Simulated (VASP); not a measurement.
# InP (F-43m) in VASP: notebook

The runs below take InP through single point, with BLYP+D3(BJ), RPBE.

All numbers are computed with VASP 6.6.1; they aren't measurements. Logs are shortened: lines on timing, memory, paths and dates and some standing lists are left out, and cuts for length are marked.

**The experiment to reproduce.**

From a printed reference work, data compilation, for a bulk crystal of InP at 1.6 K: band gap 1.4236 eV (direct).

The runs below are set against these values where they give the same quantity.

## 1. The crystal as given

Symmetry: F-43m, No. 216, cubic system. The conventional cell has a = 5.938 Å, b = 5.938 Å, c = 5.938 Å, α = 90.00°, β = 90.00°, γ = 90.00°. In (site symmetry -43m) is surrounded by 4 P at 2.57 Å. P (site symmetry -43m) has 4 In at 2.57 Å as nearest neighbours.

## 2. Single point, BLYP+D3(BJ)

Contents of INCAR:

```
SYSTEM = InP
PREC = Accurate
ENCUT = 520
EDIFF = 1E-6
ISMEAR = -1
SIGMA = 0.05
LREAL = .False.
LASPH = .True.
NELM = 100
ALGO = Fast
ISIF = 2
LWAVE = .False.
LCHARG = .False.
GGA = B5
ALDAX = 1.0
AGGAX = 1.0
AGGAC = 1.0
ALDAC = 0.0
IVDW = 12
VDW_S6 = 1.0
VDW_S8 = 2.6996
VDW_A1 = 0.4298
VDW_A2 = 4.2359
NBANDS = 16
```

Contents of KPOINTS:

```
regular mesh
0
Gamma
  8 8 8
  0 0 0
```

Contents of POSCAR:

```
InP
1.0
    0.0000000000      2.9690636329      2.9690636329
    2.9690636329      0.0000000000      2.9690636329
    2.9690636329      2.9690636329      0.0000000000
In P
1 1
Direct
    0.0000000000      0.0000000000      0.0000000000
    0.7500000000      0.7500000000      0.7500000000
```

Potentials or basis: VASP PAW PBE potentials, release 64 (In_d, P).

Launch:

```console
> cat potpaw_PBE.64/In_d/POTCAR potpaw_PBE.64/P/POTCAR > POTCAR
> mpirun -np 1 vasp_std > vasp.out
```

OUTCAR:

```text
SYSTEM = InP
   PREC = Accurate
   ENCUT = 520
   EDIFF = 1E-6
   ISMEAR = -1
   LREAL = .False.
   LASPH = .True.
   NELM = 100
   ISIF = 2
   GGA = B5
   IVDW = 12
 IVDW          = 12

 ion  position               nearest neighbor table
   1  0.000  0.000  0.000-   2 2.57   2 2.57   2 2.57   2 2.57
   2  0.750  0.750  0.750-   1 2.57   1 2.57   1 2.57   1 2.57

  LATTYP: Found a face centered cubic cell.
 ALAT       =     5.9381272658

  Lattice vectors:

 A1 = (   0.0000000000,   2.9690636329,   2.9690636329)
 A2 = (   2.9690636329,   0.0000000000,   2.9690636329)
 A3 = (   2.9690636329,   2.9690636329,   0.0000000000)

Analysis of symmetry for initial positions (statically):
=====================================================================
 Subroutine PRICEL returns:
 Original cell was already a primitive cell.

 Routine SETGRP: Setting up the symmetry group for a
 face centered cubic supercell.

 Subroutine GETGRP returns: Found 24 space group operations
 (whereof 24 operations were pure point group operations)
 out of a pool of 48 trial point group operations.

The static configuration has the point symmetry T_d .

Analysis of symmetry for dynamics (positions and initial velocities):
=====================================================================
 Subroutine PRICEL returns:
 Original cell was already a primitive cell.

 Routine SETGRP: Setting up the symmetry group for a
 face centered cubic supercell.

 Subroutine GETGRP returns: Found 24 space group operations
 (whereof 24 operations were pure point group operations)
 out of a pool of 48 trial point group operations.

The dynamic configuration has the point symmetry T_d .

 Subroutine INISYM returns: Found 24 space group operations
 (whereof 24 operations are pure point group operations),
 and found     1 'primitive' translations

----------------------------------------------------------------------------------------

                                     Primitive cell

  volume of cell :      52.3466

  direct lattice vectors                    reciprocal lattice vectors
     0.000000000  2.969063633  2.969063633    -0.168403262  0.168403262  0.168403262
     2.969063633  0.000000000  2.969063633     0.168403262 -0.168403262  0.168403262
     2.969063633  2.969063633  0.000000000     0.168403262  0.168403262 -0.168403262

  length of vectors
     4.198890057  4.198890057  4.198890057     0.291683005  0.291683005  0.291683005

  position of ions in fractional coordinates (direct lattice)
     0.000000000  0.000000000  0.000000000
     0.750000000  0.750000000  0.750000000

  ion indices of the primitive-cell ions
   primitive index   ion index
                 1           1
                 2           2

----------------------------------------------------------------------------------------

 KPOINTS: regular mesh

Automatic generation of k-mesh.
 Grid dimensions read from file:
 generate k-points for:    8    8    8

 Generating k-lattice:

  Cartesian coordinates                     Fractional coordinates (reciprocal lattice)
    -0.021050408  0.021050408  0.021050408     0.125000000  0.000000000  0.000000000
     0.021050408 -0.021050408  0.021050408     0.000000000  0.125000000  0.000000000
     0.021050408  0.021050408 -0.021050408     0.000000000  0.000000000  0.125000000

  Length of vectors
     0.036460376  0.036460376  0.036460376

  Shift w.r.t. Gamma in fractional coordinates (k-lattice)
     0.000000000  0.000000000  0.000000000

 Subroutine IBZKPT returns following result:
 ===========================================

 Found     29 irreducible k-points:

 Following reciprocal coordinates:
            Coordinates               Weight
  0.000000  0.000000  0.000000      1.000000
  0.125000  0.000000  0.000000      8.000000
  0.250000  0.000000  0.000000      8.000000
  0.375000  0.000000  0.000000      8.000000
  0.500000  0.000000  0.000000      4.000000
  0.125000  0.125000  0.000000      6.000000
[... 16 lines left out ...]
  0.500000  0.250000  0.125000     48.000000
 -0.375000  0.250000  0.125000     24.000000
 [... further k-points ...]
   k-points           NKPTS =     29   k-points in BZ     NKDIM =     29   number of bands    NBANDS=     16
   number of dos      NEDOS =    301   number of ions     NIONS =      2
   total plane-waves  NPLWV =  32768
   dimension x,y,z NGX =    32 NGY =   32 NGZ =   32
   dimension x,y,z NGXF=    64 NGYF=   64 NGZF=   64
   ions per type =               1   1
   NGX,Y,Z   is equivalent  to a cutoff of  12.67, 12.67, 12.67 a.u.
   NGXF,Y,Z  is equivalent  to a cutoff of  25.34, 25.34, 25.34 a.u.
 SYSTEM =  InP
   PREC   = accura    normal or accurate (medium, high low for compatibility)
   ISTART =      0    job   : 0-new  1-cont  2-samecut
   ICHARG =      2    charge: 1-file 2-atom 10-const
   ISPIN  =      1    spin polarized calculation?
   LNONCOLLINEAR =      F non collinear calculations
   LSORBIT =      F    spin-orbit coupling
   LASPH  =      T    aspherical Exc in radial PAW
   ENCUT  =  520.0 eV  38.22 Ry    6.18 a.u.   7.81  7.81  7.81*2*pi/ulx,y,z
   NELM   =    100;   NELMIN=  2; NELMDL= -5     # of ELM steps
   EDIFF  = 0.1E-05   stopping-criterion for ELM
   LREAL  =      F    real-space projection
   EDIFFG = 0.1E-04   stopping-criterion for IOM
   NSW    =      0    number of steps for IOM
   IBRION =     -1    ionic relax: 0-MD 1-quasi-New 2-CG
   NFREE  =      0    steps in history (QN), initial steepest desc. (CG)
   ISIF   =      2    stress and relaxation
   ISYM   =      2    0-nonsym 1-usesym 2-fastsym
   POTIM  = 0.5000    time-step for ionic-motion
   TEBEG  =    0.0;   TEEND  =   0.0 temperature during run
   PSTRESS=    0.0 pullay stress
   NELECT =      18.0000    total number of electrons
   NUPDOWN=      -1.0000    fix difference up-down
   EMIN   =  10.00;   EMAX   =-10.00  energy-range for DOS
   EFERMI =   0.00;   METHOD = LEGACY
   ISMEAR =    -1;   SIGMA  =   0.05  broadening in eV -4-tet -1-fermi 0-gaus
   EFERMI_NEDOS =   21; number of points for ismear=-14 and -15
   IALGO  =     68    algorithm
   IMIX   =      4    mixing-type and parameters
     AMIX     =   0.40;   BMIX     =  1.00
     AMIX_MAG =   1.60;   BMIX_MAG =  1.00
  volume/ion in A,a.u.               =      26.17       176.63
  Fermi-wavevector in a.u.,A,eV,Ry     =   1.146928  2.167380 17.897701  1.315444
  Thomas-Fermi vector in A             =   2.283610
   LORBIT       =      0    0 simple, 1 ext, 2 COOP (PROOUT), +10 PAW based schemes
   GGA     = B5    functional components
   LHFCALC =     F    Hartree Fock is set to
   AEXX    =    0.0000 exact exchange contribution
   IVDW    =    12    specifies the selected vdW correction
   LEPSILON=     F    determine dielectric tensor
   LRPA    =     F    only Hartree local field effects (RPA)
 non-spin polarized calculation
 RMM-DIIS sequential band-by-band and
  energy-cutoff  :      520.00
  volume of cell :       52.35
 maximum number of plane-waves:      1424
   NGX = 15   NGY = 15   NGZ = 15

 number of electron      18.0000007 magnetization

 Free energy of the ion-electron system (eV)
  ---------------------------------------------------
  ext. energy  EPLUGINS =         0.00000000
  ---------------------------------------------------
  free energy    TOTEN  =        -7.12290142 eV

  energy without entropy =       -7.12283226  energy(sigma->0) =       -7.12286684

 E-fermi :   5.4282     XC(G=0):  -8.5519

 val. band max:        5.1931279416   @ k =   0.0000   0.0000   0.0000
 cond. band min:       5.5972020910   @ k =   0.0000   0.0000   0.0000
 fundamental gap:      0.4040741494
 Fermi energy:         5.4281716909

 k-point     1 :       0.0000    0.0000    0.0000
  band No.  band energies     occupation
      1      -8.9606      2.00000
      2      -8.9606      2.00000
      3      -8.9606      2.00000
      4      -8.8253      2.00000
      5      -8.8253      2.00000
      6      -6.0646      2.00000
[... 8 lines left out ...]
     15      14.7057      0.00000
     16      14.7057      0.00000

 k-point     2 :       0.1250    0.0000    0.0000
  band No.  band energies     occupation
      1      -8.9762      2.00000
      2      -8.9541      2.00000
      3      -8.9541      2.00000
      4      -8.8252      2.00000
      5      -8.8252      2.00000
      6      -5.8987      2.00000
[... 8 lines left out ...]
     15      14.1069      0.00000
     16      14.5374      0.00000

 k-point     3 :       0.2500    0.0000    0.0000
  band No.  band energies     occupation
      1      -9.0124      2.00000
      2      -8.9403      2.00000
      3      -8.9403      2.00000
      4      -8.8230      2.00000
      5      -8.8230      2.00000
      6      -5.4365      2.00000
[... 8 lines left out ...]
     15      13.8860      0.00000
     16      14.4572      0.00000

 k-point     4 :       0.3750    0.0000    0.0000
  band No.  band energies     occupation
      1      -9.0470      2.00000
      2      -8.9296      2.00000
      3      -8.9296      2.00000
      4      -8.8173      2.00000
      5      -8.8173      2.00000
      6      -4.8263      2.00000
[... 8 lines left out ...]
     15      14.7551      0.00000
     16      14.7551      0.00000
[... 324 lines left out ...]
 k-point    22 :       0.3750    0.2500    0.1250
  band No.  band energies     occupation
      1      -9.0458      2.00000
      2      -8.9235      2.00000
      3      -8.9180      2.00000
      4      -8.8379      2.00000
      5      -8.8122      2.00000
      6      -5.0524      2.00000
[... 8 lines left out ...]
     15      15.3752      0.00000
     16      16.7834      0.00000

 k-point    23 :       0.5000    0.2500    0.1250
  band No.  band energies     occupation
      1      -9.0663      2.00000
      2      -8.9187      2.00000
      3      -8.9053      2.00000
      4      -8.8347      2.00000
      5      -8.8119      2.00000
      6      -4.4959      2.00000
[... 8 lines left out ...]
     15      15.9352      0.00000
     16      16.6129      0.00000

 k-point    24 :      -0.3750    0.2500    0.1250
  band No.  band energies     occupation
      1      -9.0738      2.00000
      2      -8.9181      2.00000
      3      -8.9008      2.00000
      4      -8.8297      2.00000
      5      -8.8141      2.00000
      6      -4.1936      2.00000
[... 8 lines left out ...]
     15      15.9213      0.00000
     16      16.4589      0.00000

 [... further k-points ...]

------------------------ aborting loop because EDIFF is reached ----------------------------------------

 Edisp (eV)   -1.36858

 E8    (eV) :    -1.0133

  FORCE on cell =-STRESS in cart. coord.  units (eV):
  Direction    XX          YY          ZZ          XY          YZ          ZX
  --------------------------------------------------------------------------------------
  -------------------------------------------------------------------------------------
  Total      -0.28364    -0.28364    -0.28364     0.00000     0.00000    -0.00000
  in kB      -8.68146    -8.68146    -8.68146     0.00000     0.00000    -0.00000
  external pressure =       -8.68 kB  Pullay stress =        0.00 kB

 VOLUME and BASIS-vectors are now :
 -----------------------------------------------------------------------------
  energy-cutoff  :      520.00
  volume of cell :       52.35
      direct lattice vectors                 reciprocal lattice vectors
     0.000000000  2.969063633  2.969063633    -0.168403262  0.168403262  0.168403262
     2.969063633  0.000000000  2.969063633     0.168403262 -0.168403262  0.168403262
     2.969063633  2.969063633  0.000000000     0.168403262  0.168403262 -0.168403262

 POSITION                                       TOTAL-FORCE (eV/Angst)
 -----------------------------------------------------------------------------------
      0.00000      0.00000      0.00000         0.000000      0.000000      0.000000
      4.45360      4.45360      4.45360        -0.000000     -0.000000     -0.000000
 -----------------------------------------------------------------------------------
    total drift:                                0.000000      0.000000      0.000000

  FREE ENERGIE OF THE ION-ELECTRON SYSTEM (eV)
  ---------------------------------------------------
  free  energy   TOTEN  =        -8.4914765988 eV

  energy  without entropy=       -8.4914074359  energy(sigma->0) =       -8.49144202
```

Wall time 22 s (1 thread of Intel Xeon 6975P-C (Granite Rapids), shared host); peak memory 0.19 GiB.

Results:

* Free energy: -8.4915 eV
* Pressure: -0.9 GPa
* Band gap on the k mesh: 0.40 eV, direct
* Dispersion energy per atom: -0.684 eV

Levels at points of the mesh, in eV from the valence-band top:
| k point | band 5 | band 6 | band 7 | band 8 | band 9 | band 10 | band 11 | band 12 | band 13 | band 14 |
| --- | --- | --- | --- | --- | --- | --- | --- | --- | --- | --- |
| (0.00, 0.00, 0.00) | -14.02 | -11.26 | 0.00 | 0.00 | 0.00 | 0.40 | 4.11 | 4.11 | 4.11 | 8.59 |
| (0.50, 0.00, 0.00) | -14.01 | -9.68 | -5.51 | -0.91 | -0.91 | 1.39 | 4.86 | 4.86 | 7.14 | 9.42 |
| (0.50, 0.50, 0.00) | -13.99 | -9.07 | -5.60 | -2.17 | -2.17 | 1.95 | 2.33 | 8.99 | 9.27 | 9.27 |

Caveat: the PAW data sets were made with another functional, which shifts forces and pressure a little; spin-orbit coupling is left out, which moves the levels of the heavy elements.

## 3. Single point, RPBE

This run uses another cell than the first one, of 25.17 Å³/atom, 0.962 times its volume.

Contents of INCAR:

```
SYSTEM = InP
  PREC = Accurate
  ENCUT = 520
  EDIFF = 1E-7
  ISMEAR = -1
  SIGMA = 0.05
  LREAL = .FALSE.
  LASPH = .TRUE.
  NELM = 100
  ALGO = Fast
  ISIF = 2
  LWAVE = .FALSE.
  LCHARG = .FALSE.
  GGA = RP
  NBANDS = 16
```

Contents of KPOINTS:

```
Automatic mesh
0
G
  8 8 8
  0 0 0
```

Contents of POSCAR:

```
InP
1.0
    0.0000000000      2.9305000000      2.9305000000
    2.9305000000      0.0000000000      2.9305000000
    2.9305000000      2.9305000000      0.0000000000
In P
1 1
Direct
    0.0000000000      0.0000000000      0.0000000000
    0.7500000000      0.7500000000      0.7500000000
```

Potentials or basis: VASP PAW PBE potentials, release 64 (In_d, P).

Launch:

```console
> cat potpaw_PBE.64/In_d/POTCAR potpaw_PBE.64/P/POTCAR > POTCAR
> mpirun -np 1 vasp_std > vasp.out
```

OUTCAR:

```text
SYSTEM = InP
   PREC = Accurate
   ENCUT = 520
   EDIFF = 1E-7
   ISMEAR = -1
   LREAL = .FALSE.
   LASPH = .TRUE.
   NELM = 100
   ISIF = 2
   GGA = RP

 ion  position               nearest neighbor table
   1  0.000  0.000  0.000-   2 2.54   2 2.54   2 2.54   2 2.54
   2  0.750  0.750  0.750-   1 2.54   1 2.54   1 2.54   1 2.54

  LATTYP: Found a face centered cubic cell.
 ALAT       =     5.8610000000

  Lattice vectors:

 A1 = (   0.0000000000,   2.9305000000,   2.9305000000)
 A2 = (   2.9305000000,   0.0000000000,   2.9305000000)
 A3 = (   2.9305000000,   2.9305000000,   0.0000000000)

Analysis of symmetry for initial positions (statically):
=====================================================================
 Subroutine PRICEL returns:
 Original cell was already a primitive cell.

 Routine SETGRP: Setting up the symmetry group for a
 face centered cubic supercell.

 Subroutine GETGRP returns: Found 24 space group operations
 (whereof 24 operations were pure point group operations)
 out of a pool of 48 trial point group operations.

The static configuration has the point symmetry T_d .
[... 159 lines left out ...]

  energy without entropy =       -7.69240191  energy(sigma->0) =       -7.69240267

 E-fermi :   5.7423     XC(G=0):  -9.1105

 val. band max:        5.2883881254   @ k =   0.0000   0.0000   0.0000
 cond. band min:       6.1334127892   @ k =   0.0000   0.0000   0.0000
 fundamental gap:      0.8450246638
 Fermi energy:         5.7423298241

 k-point     1 :       0.0000    0.0000    0.0000
  band No.  band energies     occupation
      1      -8.9129      2.00000
      2      -8.9129      2.00000
      3      -8.9129      2.00000
      4      -8.7627      2.00000
      5      -8.7627      2.00000
      6      -6.1969      2.00000
[... 433 lines left out ...]
      3      -8.8448      2.00000
      4      -8.7676      2.00000
      5      -8.7496      2.00000
      6      -4.1695      2.00000
[... 8 lines left out ...]
     15      16.0867      0.00000
     16      16.6479      0.00000

 [... further k-points ...]

------------------------ aborting loop because EDIFF is reached ----------------------------------------

  FORCE on cell =-STRESS in cart. coord.  units (eV):
  Direction    XX          YY          ZZ          XY          YZ          ZX
  --------------------------------------------------------------------------------------
  -------------------------------------------------------------------------------------
  Total        1.5957488      1.5957488      1.5957488     -0.0000000      0.0000000     -0.0000000
  in kB       50.7948810     50.7948810     50.7948810     -0.0000000      0.0000000     -0.0000000
  external PRESSURE =      50.7948810 kB  Pullay stress =       0.0000000 kB

 VOLUME and BASIS-vectors are now :
 -----------------------------------------------------------------------------
  energy-cutoff  :      520.00
  volume of cell :       50.33
      direct lattice vectors                 reciprocal lattice vectors
     0.000000000  2.930500000  2.930500000    -0.170619348  0.170619348  0.170619348
     2.930500000  0.000000000  2.930500000     0.170619348 -0.170619348  0.170619348
     2.930500000  2.930500000  0.000000000     0.170619348  0.170619348 -0.170619348

 POSITION                                       TOTAL-FORCE (eV/Angst)
 -----------------------------------------------------------------------------------
      0.00000      0.00000      0.00000         0.000000      0.000000      0.000000
      4.39575      4.39575      4.39575        -0.000000     -0.000000     -0.000000
 -----------------------------------------------------------------------------------
    total drift:                               -0.000000     -0.000000     -0.000000

  FREE ENERGIE OF THE ION-ELECTRON SYSTEM (eV)
  ---------------------------------------------------
  free  energy   TOTEN  =        -7.6924034353 eV

  energy  without entropy=       -7.6924019109  energy(sigma->0) =       -7.69240267
```

stdout:

```text
POSCAR found type information on POSCAR InP
 POSCAR found :  2 types and       2 ions
 scaLAPACK will be used
 -----------------------------------------------------------------------------
|                                                                             |
|                                                                             |
|     You enforced a specific xc type in the INCAR file but a different       |
|     I HOPE YOU KNOW WHAT YOU ARE DOING!                                     |
|                                                                             |
 -----------------------------------------------------------------------------

 LDA part: xc-table for (Slater+PW92), standard interpolation
 POSCAR, INCAR and KPOINTS ok, starting setup
 FFT: planning ... GRIDC
 FFT: planning ... GRID_SOFT
 FFT: planning ... GRID
 WAVECAR not read
 entering main loop
```

It took 12 s on 1 thread of Intel Xeon 6975P-C (Granite Rapids), shared host; peak memory 0.18 GiB.

Results:

* Free energy: -7.6924 eV
* Pressure: 5.1 GPa
* Band gap on the k mesh: 0.84 eV, direct

Caveat: the PAW data sets were made with another functional, which shifts forces and pressure a little; spin-orbit coupling is left out, which moves the levels of the heavy elements.

## 4. Against experiment

Step 2. Measured gap of InP: 1.4236 eV (direct; 1.6 K; a printed reference work, data compilation). This calculation gives 0.40 eV (-1.02 eV). So large a miss can be the level of theory's own, or it may mean another phase, state or a wrong row. Spin-orbit coupling on In is left out. The value is that of BLYP+D3(BJ), without temperature or zero-point motion. Semilocal functionals fall short of measured gaps as a rule.

Step 3. Against the measured gap of InP, 1.4236 eV (direct; 1.6 K; a printed reference work, data compilation), the calculated 0.84 eV is off by -0.58 eV. Spin-orbit coupling on In is left out. The value is that of RPBE, without temperature or zero-point motion. Semilocal functionals fall short of measured gaps as a rule.
